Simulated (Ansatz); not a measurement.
# Si2Ni (Fm-3m) in Ansatz: a series of runs, part 2 of 2

Ansatz 0.2.0. The steps go on from the part before.

## Step 5: Single point, PBE, collinear spin, ferromagnetic start

The input, input.yaml:

```yaml
crystal:
  lattice:
    - [0.0, 2.703, 2.703]
    - [2.703, 0.0, 2.703]
    - [2.703, 2.703, 0.0]
  atoms:
    - { symbol: Ni, position: [0.0, 0.0, 0.0], spin: 1.0 }
    - { symbol: Si, position: [0.75, 0.75, 0.75] }
    - { symbol: Si, position: [0.25, 0.25, 0.25] }
hamiltonian:
  xc: pbe
  pseudopotentials: { kind: paw }
magnetization:
  spin_polarized: true
kpoints:
  mp_grid: { grid: [9, 9, 9] }
scf:
  occupations: { method: gaussian, width: 0.019 }
output:
  forces: true
  stress: true
  eigenvalues: true
  write_density: true
  write_potential: true
  elf: true
  volumetric_format: npy
```

Potentials or basis: Ansatz PAW.

The run is started by

```
ansatz run input.yaml --threads 2 --pin off --max-ram 5632MiB --backend cpu --events-out ev --progress --plain --runs-dir out
```

The log of the run:

```text
Warning: RAYON_NUM_THREADS=2 ignored (pool sized by the plan → 2); use --threads N
Engine: ansatz 0.2.0, x86_64-unknown-linux-gnu
Pseudopotentials: kind: paw
Pseudopotential: Ni, paw, valence charge 18, recommended cutoff 420 eV (normal), Ni.paw.azcp
Pseudopotential: Si, paw, valence charge 4, recommended cutoff 420 eV (normal), Si.paw.azcp
Functional definition: PBE
  parameter kappa = 0.804
  parameter beta = 0.06672455060314922
  exchange = pbe_x(kappa = kappa, mu = beta*pi^2/3)
  correlation = pbe_c(beta = beta)
Crystal: 3 atoms, lattice volume = 39.497 Å³
Basis set: ecut = 420 eV, 749 PW (Γ), exchange–correlation on 54×54×54 points (8 copies of the dense FFT grid, shifted against one another)
Bands: 18, of which v1, the nominal top of the filled ones, is band 13 counted from 1 (12 counted from 0)
Symmetry: 48 space group operations
Space group: Fm-3m (ITA 225), of the structure as read, at distance tolerance 3.4e-5 Å
Magnetic group: BNS 225.116 (UNI 1618), of the structure as read, at distance tolerance 3.4e-5 Å
k-points: 35 of 729
Non-local potential: Ni, projectors of the file, l = 0: 3, l = 1: 2, l = 2: 3, l = 3: 1
Non-local potential: Si, projectors of the file, l = 0: 2, l = 1: 2, l = 2: 2
PAW form: soft (Blöchl's): semilocal exchange-correlation on the pseudo side does not see the compensation charge
PAW one-centre angular grid: Ni, 590 points (default); XC on 64 Gauss nodes
PAW one-centre angular grid: Si, 110 points (default); XC on 64 Gauss nodes
Initial density: superposition of atomic densities (chi_scale 0.1, normalization cell)
Starting moments: Σ|m| = 1 μB on 1 of 3 sites
[... 18 lines left out ...]
SCF 1 converged in 12 iterations: F = -7112.394609 eV  dr2 = 1.93e-11
WARN: the starting moments were not kept: the SCF closed with an absolute magnetisation of 3.9e-7 μB, where they sum to 1 μB in size (1 site). That is at most 0.1 of that sum. Measured as dr2_m measures the in/out step, that magnetisation stands 4.3e-14 eV from none, at or under the dr2_threshold of 1.0e-7 eV: it is no larger than a step whose dr2_m would equal this threshold. The system may hold no moment; this SCF shows only that its start led to no more than that. To try another start: raise the starting moments (crystal.atoms[].spin, magnetization.per_species, magnetization.initial_magnetization, or on a non-collinear deck that types none of these the spinor_matrix: blocks that start its atoms; where the total moment is fixed, keep their sum and leave initial_magnetization as it is; typed ones take the place of any that the run laid by itself, positive ones on a crystal's lanthanoids without a Hubbard term where scf.initial_density.shell_occupations: [] is typed) or, if the notice of its spin-set hold's release reads "site moments contracting" or "site moments show no strong build", lengthen the hold (scf.mixing.spin_hold: { on: { confirm: 4 } }; for m-r²SCAN on two components see the key's manual first). Each may lead to a state that holds a moment. A second SCF, from the converged charge density, with the starting moments and any scf.initial_density.shell_occupations laid on it anew, would have followed, and was not run: the deck does not ask for one (magnetization.retry_lost_moments is false, the default). To let it run, set magnetization.retry_lost_moments: true and run the deck again, where that key's refused combinations let it; where memory then withholds it, that run's warning says so.
SCF converged after 12 iterations
Magnetization: -0.0000 μB (13.0000 up, 13.0000 down)
Absolute magnetization: 0.0000 μB (∫|ρ↑−ρ↓|, with the PAW one-centre terms)
Spin contamination: 0.0000 ħ² per cell (⟨S²⟩ above its minimum at these occupations)
Per-site moments (μB) at R_I (Å): [(4.106773023149395e-8, 0.9656074999021016), (-1.716891406016964e-8, 0.9656074999021016), (-1.7168913949913452e-8, 0.9656074999021018)]
Free energy (F): -7112.394609 eV
Harris-Foulkes:  -7112.394609 eV  (|F-HF|=2.00e-11)
Internal energy: -7112.394384 eV  (E = F + TS)
E sigma→0 (E₀):  -7112.394497 eV
Entropy (-TS):   -0.000225 eV (-0.075 meV/atom)
Fermi energy:    13.351869 eV
--- Per-component energies (eV) ---
  E_band       = -343.999096
  E_kinetic    = 370.716633
  E_local      = -4906.253921  (includes V_loc(G=0)·N_el)
  E_nonlocal   = 679.750431
  E_hartree    = 2122.062632
  E_xc         = -199.480552
  E_vxc        = -208.748549  (∫ρ·V_xc dr)
  E_paw        = -2651.341251  (= ΣΔE_a)
  E_vpaw       = -523.589856  (= ΣTr[D̂ρ^β])
  E_aug_tail   = 0.000498  (compensation charges beyond the density's cutoff)
  E_ewald      = -2527.848854
  E_smearing   = -0.000225  (= −TS)
  E_closure    = 0.000000  (closes the sum)
  Σ components = -7112.394609   (vs F -7112.394609, Δ=0.00e0)
--- Forces (eV/Å), atoms counted from 1 ---
  atom   1  Ni    -0.00000000     0.00000000     0.00000000
  atom   2  Si     0.00000000     0.00000000    -0.00000000
  atom   3  Si     0.00000000    -0.00000000    -0.00000000
  max |Σ_I F_I| component: 4.63e-17 eV/Å
--- Stress (GPa, compression-positive) ---
        3.986885       0.000000      -0.000000
       -0.000000       3.986885       0.000000
       -0.000000      -0.000000       3.986885
  P = ⅓ Tr σ = 3.9869 GPa (39.869 kbar)
--- Band table (eV; the first three rows and the last of 70) ---
  k-point 0 ↑: bands = ["-91.3314", "-51.7283", "-51.7283", "-51.7283", "-0.5898", "8.0765", "8.0765", "8.0765", "9.7844", "9.7844", "12.9796", "15.0087", "15.0087", "15.0087", "15.5376", "15.5376", "15.5376", "17.9976"]
  k-point 1 ↑: bands = ["-91.3314", "-51.7284", "-51.7283", "-51.7283", "-0.4068", "7.7037", "8.1343", "8.1343", "9.7512", "9.7512", "12.5919", "13.8838", "14.2628", "14.2628", "16.2266", "16.2266", "17.1836", "17.5055"]
  k-point 2 ↑: bands = ["-91.3314", "-51.7287", "-51.7284", "-51.7284", "0.1367", "6.6975", "8.2798", "8.2798", "9.7035", "9.7035", "11.1449", "13.3697", "13.3697", "14.2332", "15.9117", "15.9117", "16.9075", "18.3372"]
  k-point 34 ↓: bands = ["-91.3314", "-51.7290", "-51.7289", "-51.7286", "3.7935", "4.5969", "6.4840", "6.7352", "9.3936", "9.5680", "9.8332", "10.1637", "10.8937", "15.0172", "15.8358", "17.6161", "19.2926", "21.2758"]
```

v_z.tsv:

```text
# z_ang	v_es[eV]	v_tot_up[eV]	v_tot_dn[eV]
# format = ansatz-planar-average/11
# xc	pbe
# density_cutoff_ev	1680
# datasets	Ni=:simpson_from_first_knot:soft	Si=:simpson_from_first_knot:soft
# lattice	0.000000000	2.703000000	2.703000000
# lattice	2.703000000	0.000000000	2.703000000
# lattice	2.703000000	2.703000000	0.000000000
# sites	3
# site	28	0.000000000	0.000000000	0.000000000
# site	14	4.054500000	4.054500000	4.054500000
# site	14	1.351500000	1.351500000	1.351500000
0.000000	-3.319190e-1	-1.341199e1	-1.341199e1
0.141578	-4.102292e-1	-1.342490e1	-1.342490e1
0.283157	-4.677897e-1	-1.335165e1	-1.335165e1
0.424735	-2.728286e-1	-1.300495e1	-1.300495e1
0.566314	2.468618e-1	-1.225706e1	-1.225706e1
0.707892	1.070135e0	-1.110365e1	-1.110365e1
[... 19 lines left out ...]
3.539462	-4.677897e-1	-1.335165e1	-1.335165e1
3.681041	-4.102292e-1	-1.342490e1	-1.342490e1
```

Wall time 2.2 s (2 threads of Intel Xeon 6975P-C (Granite Rapids), shared host); peak memory 0.41 GiB.

What came out:

```
Free energy            : -7112.3946 eV
Pressure               : 4.0 GPa
Band gap on the k mesh : none (metal or under the smearing width)
Net moment             : 0.00 μB per cell
Absolute moment        : 0.00 μB per cell
```

Caveat: the starting moments weren't kept.

## Step 6: Single point, PBE, collinear spin, ferromagnetic start

Edit input.yaml of step 5 so:

```diff
@@ -17,3 +17,3 @@
 scf:
-  occupations: { method: gaussian, width: 0.019 }
+  occupations: { method: gaussian, width: 0.02 }
 output:
@@ -22,5 +22 @@
   eigenvalues: true
-  write_density: true
-  write_potential: true
-  elf: true
-  volumetric_format: npy
```

Potentials or basis: Ansatz PAW.

The run is started by

```
ansatz run input.yaml --threads 2 --pin off --max-ram 5632MiB --backend cpu --events-out ev --progress --plain --runs-dir out
```

Run time: 1.8 s. Hardware: 2 threads of Intel Xeon 6975P-C (Granite Rapids), shared host; peak memory 0.4 GiB.

Results (log left out):

| Property | Result |
| --- | --- |
| Free energy | -7112.3946 eV |
| Pressure | 4.0 GPa |
| Band gap on the k mesh | none (metal or under the smearing width) |
| Net moment | 0.00 μB per cell |
| Absolute moment | 0.00 μB per cell |

Levels at points of the mesh, in eV from the Fermi level:
Spin up:
| k point | band 11 | band 12 | band 13 | band 14 | band 15 | band 16 |
| --- | --- | --- | --- | --- | --- | --- |
| (0.00, 0.00, 0.00) | -0.37 | 1.66 | 1.66 | 1.66 | 2.19 | 2.19 |
Spin down:
| k point | band 9 | band 10 | band 11 | band 12 | band 13 | band 14 | band 15 | band 16 | band 17 | band 18 |
| --- | --- | --- | --- | --- | --- | --- | --- | --- | --- | --- |
| (0.00, 0.00, 0.00) | -3.57 | -3.57 | -0.37 | 1.66 | 1.66 | 1.66 | 2.19 | 2.19 | 2.19 | 4.65 |

Caveat: the starting moments weren't kept.

## Step 7: Overview

| smearing | gap on the mesh (eV) | pressure (GPa) | moment (μB) |
| --- | --- | --- | --- |
| gaussian 0.016 eV | none | 4.0 | 0.00 |
| gaussian 0.017 eV | none | 4.0 | 0.00 |
| gaussian 0.018 eV | none | 4.0 | 0.00 |
| gaussian 0.019 eV | none | 4.0 | 0.00 |
| gaussian 0.02 eV | none | 4.0 | 0.00 |

Alike in all rows: task single point; level PBE; potentials or basis Ansatz PAW; spin collinear, ferromagnetic start; cell as given; k mesh 9 × 9 × 9; cutoff (eV) 420.

Every run on the cell as given and a fine mesh finds a metal.

Caveats: the starting moments weren't kept.

Absolute energies hang on the potentials; compare differences alone.
